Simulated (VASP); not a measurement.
# Si (Fd-3m) in VASP: a series of runs

The runs below take Si through band structure, with PBE.

Program: VASP 6.6.1. These are calculated values, not measurements. Logs are shortened: lines on timing, memory, paths and dates and some standing lists are left out, and cuts for length are marked.

### Step 1. Starting point

It takes space group Fd-3m (No. 227, cubic). Conventional cell: a = 5.469 Å, b = 5.469 Å, c = 5.469 Å, α = 90.00°, β = 90.00°, γ = 90.00°. Si (site symmetry -43m) has 4 Si at 2.37 Å as nearest neighbours.

The cell was built by a generator and needn't be a form met in nature.

### Step 2. Band structure, PBE

The input, POSCAR:

```
Si                                      
1.0
    0.0000000000      2.7343105175      2.7343105175
    2.7343105175      0.0000000000      2.7343105175
    2.7343105175      2.7343105175      0.0000000000
  Si            
     2
Direct
     0.0000000000000000    0.0000000000000000    0.0000000000000000
     0.2500000000000000    0.2500000000000000    0.2500000000000000
```

The input, INCAR.step1:

```
PREC = Accurate
ENCUT = 520
EDIFF = 1E-6
ISMEAR = 0
SIGMA = 0.02
LREAL = F
LASPH = T
NELM = 60
ALGO = Fast
ISIF = 2
LWAVE = F
LCHARG = T
GGA = PE
KPAR = 4
```

The input, KPOINTS.step1:

```
regular mesh
0
Gamma
  10 10 10
```

The input, INCAR.step2:

```
PREC = Accurate
ENCUT = 520
EDIFF = 1E-6
ISMEAR = 0
SIGMA = 0.05
LREAL = F
LASPH = T
NELM = 60
ALGO = Fast
ISIF = 2
LWAVE = F
LCHARG = F
GGA = PE
ICHARG = 11
KPAR = 4
```

The input, KPOINTS.step2:

```
path GXWKGLUWLK,UX
20
line-mode
reciprocal
 0.0000000000  0.0000000000  0.0000000000  G
 0.5000000000  0.0000000000  0.5000000000  X

 0.5000000000  0.0000000000  0.5000000000  X
 0.5000000000  0.2500000000  0.7500000000  W

 0.5000000000  0.2500000000  0.7500000000  W
 0.3750000000  0.3750000000  0.7500000000  K

 0.3750000000  0.3750000000  0.7500000000  K
 0.0000000000  0.0000000000  0.0000000000  G

 0.0000000000  0.0000000000  0.0000000000  G
 0.5000000000  0.5000000000  0.5000000000  L

 0.5000000000  0.5000000000  0.5000000000  L
 0.6250000000  0.2500000000  0.6250000000  U

 0.6250000000  0.2500000000  0.6250000000  U
 0.5000000000  0.2500000000  0.7500000000  W

 0.5000000000  0.2500000000  0.7500000000  W
 0.5000000000  0.5000000000  0.5000000000  L

 0.5000000000  0.5000000000  0.5000000000  L
 0.3750000000  0.3750000000  0.7500000000  K

 0.6250000000  0.2500000000  0.6250000000  U
 0.5000000000  0.0000000000  0.5000000000  X
```

Potentials or basis: VASP PAW PBE potentials, release 64 (Si).

On the command line:

```
cat potpaw_PBE.64/Si/POTCAR > POTCAR
cp INCAR.step1 INCAR
cp KPOINTS.step1 KPOINTS
mpirun -np 4 vasp_std > vasp.out
cp INCAR.step2 INCAR
cp KPOINTS.step2 KPOINTS
mpirun -np 4 vasp_std > vasp.out
```

OUTCAR:

```text
PREC = Accurate
   ENCUT = 520
   EDIFF = 1E-6
   ISMEAR = 0
   LREAL = F
   LASPH = T
   NELM = 60
   ISIF = 2
   GGA = PE
   ICHARG = 11

 ion  position               nearest neighbor table
   1  0.000  0.000  0.000-   2 2.37   2 2.37   2 2.37   2 2.37
   2  0.250  0.250  0.250-   1 2.37   1 2.37   1 2.37   1 2.37

  LATTYP: Found a face centered cubic cell.
 ALAT       =     5.4686210350

  Lattice vectors:

 A1 = (   0.0000000000,   2.7343105175,   2.7343105175)
 A2 = (   2.7343105175,   0.0000000000,   2.7343105175)
 A3 = (   2.7343105175,   2.7343105175,   0.0000000000)

Analysis of symmetry for initial positions (statically):
=====================================================================
 Subroutine PRICEL returns:
 Original cell was already a primitive cell.

 Routine SETGRP: Setting up the symmetry group for a
 face centered cubic supercell.

 Subroutine GETGRP returns: Found 48 space group operations
 (whereof 24 operations were pure point group operations)
 out of a pool of 48 trial point group operations.

The static configuration has the point symmetry T_d .
 The point group associated with its full space group is O_h .

Analysis of symmetry for dynamics (positions and initial velocities):
=====================================================================
 Subroutine PRICEL returns:
 Original cell was already a primitive cell.

 Routine SETGRP: Setting up the symmetry group for a
 face centered cubic supercell.

 Subroutine GETGRP returns: Found 48 space group operations
 (whereof 24 operations were pure point group operations)
 out of a pool of 48 trial point group operations.

The dynamic configuration has the point symmetry T_d .
 The point group associated with its full space group is O_h .

 Subroutine INISYM returns: Found 48 space group operations
 (whereof 24 operations are pure point group operations),
 and found     1 'primitive' translations

----------------------------------------------------------------------------------------

                                     Primitive cell

  volume of cell :      40.8859

  direct lattice vectors                    reciprocal lattice vectors
     0.000000000  2.734310517  2.734310517    -0.182861455  0.182861455  0.182861455
     2.734310517  0.000000000  2.734310517     0.182861455 -0.182861455  0.182861455
     2.734310517  2.734310517  0.000000000     0.182861455  0.182861455 -0.182861455

  length of vectors
     3.866899018  3.866899018  3.866899018     0.316725331  0.316725331  0.316725331

  position of ions in fractional coordinates (direct lattice)
     0.000000000  0.000000000  0.000000000
     0.250000000  0.250000000  0.250000000

  ion indices of the primitive-cell ions
   primitive index   ion index
                 1           1
                 2           2

----------------------------------------------------------------------------------------

 KPOINTS: path GXWKGLUWLK,UX

Interpolating k-points between supplied coordinates.

 Line segments in fractional coordinates (reciprocal lattice):
    0.000000  0.000000  0.000000  ...  0.500000  0.000000  0.500000
    0.500000  0.000000  0.500000  ...  0.500000  0.250000  0.750000
    0.500000  0.250000  0.750000  ...  0.375000  0.375000  0.750000
    0.375000  0.375000  0.750000  ...  0.000000  0.000000  0.000000
    0.000000  0.000000  0.000000  ...  0.500000  0.500000  0.500000
    0.500000  0.500000  0.500000  ...  0.625000  0.250000  0.625000
    0.625000  0.250000  0.625000  ...  0.500000  0.250000  0.750000
    0.500000  0.250000  0.750000  ...  0.500000  0.500000  0.500000
    0.500000  0.500000  0.500000  ...  0.375000  0.375000  0.750000
    0.625000  0.250000  0.625000  ...  0.500000  0.000000  0.500000

 Generated    20 points on each line segment, for a total of    200 k-points:

 Following reciprocal coordinates:
            Coordinates               Weight
  0.000000  0.000000  0.000000      0.005000
  0.026316  0.000000  0.026316      0.005000
  0.052632  0.000000  0.052632      0.005000
  0.078947  0.000000  0.078947      0.005000
  0.105263  0.000000  0.105263      0.005000
  0.131579  0.000000  0.131579      0.005000
[... 16 lines left out ...]
  0.500000  0.026316  0.526316      0.005000
  0.500000  0.039474  0.539474      0.005000
 [... further k-points ...]
   k-points           NKPTS =    200   k-points in BZ     NKDIM =    200   number of bands    NBANDS=      8
   number of dos      NEDOS =    301   number of ions     NIONS =      2
   total plane-waves  NPLWV =  27000
   dimension x,y,z NGX =    30 NGY =   30 NGZ =   30
   dimension x,y,z NGXF=    60 NGYF=   60 NGZF=   60
   ions per type =               2
   NGX,Y,Z   is equivalent  to a cutoff of  12.90, 12.90, 12.90 a.u.
   NGXF,Y,Z  is equivalent  to a cutoff of  25.80, 25.80, 25.80 a.u.
 SYSTEM =  unknown system
   PREC   = accura    normal or accurate (medium, high low for compatibility)
   ISTART =      0    job   : 0-new  1-cont  2-samecut
   ICHARG =     11    charge: 1-file 2-atom 10-const
   ISPIN  =      1    spin polarized calculation?
   LNONCOLLINEAR =      F non collinear calculations
   LSORBIT =      F    spin-orbit coupling
   LASPH  =      T    aspherical Exc in radial PAW
   ENCUT  =  520.0 eV  38.22 Ry    6.18 a.u.   7.19  7.19  7.19*2*pi/ulx,y,z
   NELM   =     60;   NELMIN=  2; NELMDL=  0     # of ELM steps
   EDIFF  = 0.1E-05   stopping-criterion for ELM
   LREAL  =      F    real-space projection
   EDIFFG = 0.1E-04   stopping-criterion for IOM
   NSW    =      0    number of steps for IOM
   IBRION =     -1    ionic relax: 0-MD 1-quasi-New 2-CG
   NFREE  =      0    steps in history (QN), initial steepest desc. (CG)
   ISIF   =      2    stress and relaxation
   ISYM   =      2    0-nonsym 1-usesym 2-fastsym
   POTIM  = 0.5000    time-step for ionic-motion
   TEBEG  =    0.0;   TEEND  =   0.0 temperature during run
   PSTRESS=    0.0 pullay stress
   NELECT =       8.0000    total number of electrons
   NUPDOWN=      -1.0000    fix difference up-down
   EMIN   =  10.00;   EMAX   =-10.00  energy-range for DOS
   EFERMI =   0.00;   METHOD = LEGACY
   ISMEAR =     0;   SIGMA  =   0.05  broadening in eV -4-tet -1-fermi 0-gaus
   EFERMI_NEDOS =   21; number of points for ismear=-14 and -15
   IALGO  =     68    algorithm
   IMIX   =      4    mixing-type and parameters
     AMIX     =   0.40;   BMIX     =  1.00
     AMIX_MAG =   1.60;   BMIX_MAG =  1.00
  volume/ion in A,a.u.               =      20.44       137.96
  Fermi-wavevector in a.u.,A,eV,Ry     =   0.950416  1.796025 12.290010  0.903290
  Thomas-Fermi vector in A             =   2.078791
   LORBIT       =      0    0 simple, 1 ext, 2 COOP (PROOUT), +10 PAW based schemes
   GGA     = PE    functional components
   LHFCALC =     F    Hartree Fock is set to
   AEXX    =    0.0000 exact exchange contribution
   IVDW    =     0    specifies the selected vdW correction
   LEPSILON=     F    determine dielectric tensor
   LRPA    =     F    only Hartree local field effects (RPA)
 non-spin polarized calculation
 RMM-DIIS sequential band-by-band and
 Gauss-broadening in eV      SIGMA  =   0.05
  energy-cutoff  :      520.00
  volume of cell :       40.89
 maximum number of plane-waves:      1124
 NGX is ok and might be reduce to    30

 number of electron       8.0000001 magnetization

 Free energy of the ion-electron system (eV)
  ---------------------------------------------------
  ext. energy  EPLUGINS =         0.00000000
  ---------------------------------------------------
  free energy    TOTEN  =       -11.03310762 eV

  energy without entropy =      -11.03310762  energy(sigma->0) =      -11.03310762

 E-fermi :   5.8404     XC(G=0):  -9.3272

 val. band max:        5.6168578665   @ k =   0.0000   0.0000   0.0000
 cond. band min:       6.2269169935   @ k =   0.4211   0.0000   0.4211
 fundamental gap:      0.6100591269
 Fermi energy:         5.8403717481

 k-point     1 :       0.0000    0.0000    0.0000
  band No.  band energies     occupation
      1      -6.1982      2.00000
      2       5.6169      2.00000
      3       5.6169      2.00000
      4       5.6169      2.00000
      5       8.1737      0.00000
      6       8.1737      0.00000
      7       8.1737      0.00000
      8       8.7514      0.00000

 k-point     2 :       0.0263    0.0000    0.0263
  band No.  band energies     occupation
      1      -6.1863      2.00000
      2       5.5316      2.00000
      3       5.5665      2.00000
      4       5.5665      2.00000
      5       8.1442      0.00000
      6       8.2387      0.00000
      7       8.2387      0.00000
      8       8.8349      0.00000

 k-point     3 :       0.0526    0.0000    0.0526
  band No.  band energies     occupation
      1      -6.1506      2.00000
      2       5.2999      2.00000
      3       5.4294      2.00000
      4       5.4294      2.00000
      5       8.0596      0.00000
      6       8.4199      0.00000
      7       8.4199      0.00000
      8       9.0575      0.00000

 k-point     4 :       0.0789    0.0000    0.0789
  band No.  band energies     occupation
      1      -6.0911      2.00000
      2       4.9695      2.00000
      3       5.2346      2.00000
      4       5.2346      2.00000
      5       7.9298      0.00000
      6       8.6878      0.00000
      7       8.6878      0.00000
      8       9.3580      0.00000

 k-point     5 :       0.1053    0.0000    0.1053
  band No.  band energies     occupation
      1      -6.0080      2.00000
      2       4.5801      2.00000
      3       5.0087      2.00000
      4       5.0087      2.00000
      5       7.7676      0.00000
      6       9.0154      0.00000
      7       9.0154      0.00000
      8       9.6633      0.00000
[... 177 lines left out ...]
 k-point    22 :       0.5000    0.0132    0.5132
  band No.  band energies     occupation
      1      -2.1286      2.00000
      2      -2.1286      2.00000
      3       2.8137      2.00000
      4       2.8137      2.00000
      5       6.3849      0.00000
      6       6.3849      0.00000
      7      15.5297      0.00000
      8      15.5339      0.00000

 k-point    23 :       0.5000    0.0263    0.5263
  band No.  band energies     occupation
      1      -2.1257      2.00000
      2      -2.1257      2.00000
      3       2.7875      2.00000
      4       2.7875      2.00000
      5       6.4338      0.00000
      6       6.4338      0.00000
      7      15.4514      0.00000
      8      15.4562      0.00000

 k-point    24 :       0.5000    0.0395    0.5395
  band No.  band energies     occupation
      1      -2.1210      2.00000
      2      -2.1210      2.00000
      3       2.7456      2.00000
      4       2.7456      2.00000
      5       6.5135      0.00000
      6       6.5135      0.00000
      7      15.2946      0.00000
      8      15.2957      0.00000

 [... further k-points ...]

------------------------ aborting loop because EDIFF is reached ----------------------------------------

  FORCE on cell =-STRESS in cart. coord.  units (eV):
  Direction    XX          YY          ZZ          XY          YZ          ZX
  --------------------------------------------------------------------------------------
  -------------------------------------------------------------------------------------
  Total       -0.2232497     -0.2232497     -0.2232497      0.0000000      0.0000000      0.0000000
  in kB       -8.7483871     -8.7483871     -8.7483871      0.0000000      0.0000000      0.0000000
  external PRESSURE =      -8.7483871 kB  Pullay stress =       0.0000000 kB

 VOLUME and BASIS-vectors are now :
 -----------------------------------------------------------------------------
  energy-cutoff  :      520.00
  volume of cell :       40.89
      direct lattice vectors                 reciprocal lattice vectors
     0.000000000  2.734310517  2.734310517    -0.182861455  0.182861455  0.182861455
     2.734310517  0.000000000  2.734310517     0.182861455 -0.182861455  0.182861455
     2.734310517  2.734310517  0.000000000     0.182861455  0.182861455 -0.182861455

 POSITION                                       TOTAL-FORCE (eV/Angst)
 -----------------------------------------------------------------------------------
      0.00000      0.00000      0.00000        -0.000000     -0.000000     -0.000000
      1.36716      1.36716      1.36716         0.000000      0.000000      0.000000
 -----------------------------------------------------------------------------------
    total drift:                               -0.000000     -0.000000     -0.000000

  FREE ENERGIE OF THE ION-ELECTRON SYSTEM (eV)
  ---------------------------------------------------
  free  energy   TOTEN  =       -11.0331076155 eV

  energy  without entropy=      -11.0331076155  energy(sigma->0) =      -11.03310762
```

It took 8.1 s on 4 MPI ranks of Intel Xeon 6975P-C (Granite Rapids), shared host; peak memory 0.17 GiB.

What came out:

```
Band gap on the k mesh  : 0.62 eV, indirect (least direct gap 2.56 eV)
Band gap along the path : 0.61 eV, indirect (least direct gap 2.56 eV)
```

Levels at the corners of the path, in eV from the valence-band top:
| point | band 1 | band 2 | band 3 | band 4 | band 5 | band 6 | band 7 | band 8 |
| --- | --- | --- | --- | --- | --- | --- | --- | --- |
| Γ | -11.82 | 0.00 | 0.00 | 0.00 | 2.56 | 2.56 | 2.56 | 3.13 |
| X | -7.75 | -7.75 | -2.79 | -2.79 | 0.75 | 0.75 | 9.94 | 9.94 |
| X | -7.75 | -7.75 | -2.79 | -2.79 | 0.75 | 0.75 | 9.94 | 9.94 |
| W | -7.59 | -7.59 | -3.76 | -3.76 | 4.27 | 4.27 | 4.93 | 4.93 |
| W | -7.59 | -7.59 | -3.76 | -3.76 | 4.27 | 4.27 | 4.93 | 4.93 |
| K | -8.16 | -7.16 | -4.20 | -2.38 | 1.23 | 4.11 | 7.38 | 7.92 |
| K | -8.16 | -7.16 | -4.20 | -2.38 | 1.23 | 4.11 | 7.38 | 7.93 |
| Γ | -11.82 | 0.00 | 0.00 | 0.00 | 2.56 | 2.56 | 2.56 | 3.13 |
| Γ | -11.82 | 0.00 | 0.00 | 0.00 | 2.56 | 2.56 | 2.56 | 3.13 |
| L | -9.54 | -6.87 | -1.18 | -1.18 | 1.47 | 3.35 | 3.35 | 7.70 |
| L | -9.54 | -6.87 | -1.18 | -1.18 | 1.47 | 3.35 | 3.35 | 7.70 |
| U | -8.16 | -7.16 | -4.20 | -2.38 | 1.23 | 4.11 | 7.38 | 7.92 |
| U | -8.16 | -7.16 | -4.20 | -2.38 | 1.23 | 4.11 | 7.38 | 7.93 |
| W | -7.59 | -7.59 | -3.76 | -3.76 | 4.27 | 4.27 | 4.93 | 4.93 |
| W | -7.59 | -7.59 | -3.76 | -3.76 | 4.27 | 4.27 | 4.93 | 4.93 |
| L | -9.54 | -6.87 | -1.18 | -1.18 | 1.47 | 3.35 | 3.35 | 7.70 |
| L | -9.54 | -6.87 | -1.18 | -1.18 | 1.47 | 3.35 | 3.35 | 7.70 |
| K | -8.16 | -7.16 | -4.20 | -2.38 | 1.23 | 4.11 | 7.38 | 7.92 |
| U | -8.16 | -7.16 | -4.20 | -2.38 | 1.23 | 4.11 | 7.38 | 7.92 |
| X | -7.75 | -7.75 | -2.79 | -2.79 | 0.75 | 0.75 | 9.94 | 9.95 |

Caveat: the log is that of the step along the path at fixed density, whose energy, stress, charges and moments have no meaning.

### Step 3. Band structure, PBE, non-collinear spin, zero start, spin-orbit coupling

POSCAR is that of step 2.

INCAR.step1, as its differences from that of step 2:

```diff
@@ -12,2 +12,6 @@
 LCHARG = T
+MAGMOM = 0 0 0 0 0 0
+LORBIT = 11
+LSORBIT = T
+GGA_COMPAT = F
 GGA = PE
```

KPOINTS.step1 is that of step 2.

INCAR.step2, as its differences from that of step 2:

```diff
@@ -12,2 +12,6 @@
 LCHARG = F
+MAGMOM = 0 0 0 0 0 0
+LORBIT = 11
+LSORBIT = T
+GGA_COMPAT = F
 GGA = PE
```

KPOINTS.step2 is that of step 2.

Potentials or basis: VASP PAW PBE potentials, release 64 (Si).

On the command line:

```
cat potpaw_PBE.64/Si/POTCAR > POTCAR
cp INCAR.step1 INCAR
cp KPOINTS.step1 KPOINTS
mpirun -np 4 vasp_ncl > vasp.out
cp INCAR.step2 INCAR
cp KPOINTS.step2 KPOINTS
mpirun -np 4 vasp_ncl > vasp.out
```

Wall time 36 s (4 MPI ranks of Intel Xeon 6975P-C (Granite Rapids), shared host); peak memory 0.35 GiB.

Results (log left out):

* Net moment: 0.00 μB per cell

Moments on the atoms (μB; x, y, z):
```
Si  0.00 0.00 0.00
Si  0.00 0.00 0.00
```

Caveat: the log is that of the step along the path at fixed density, whose energy, stress, charges and moments have no meaning.
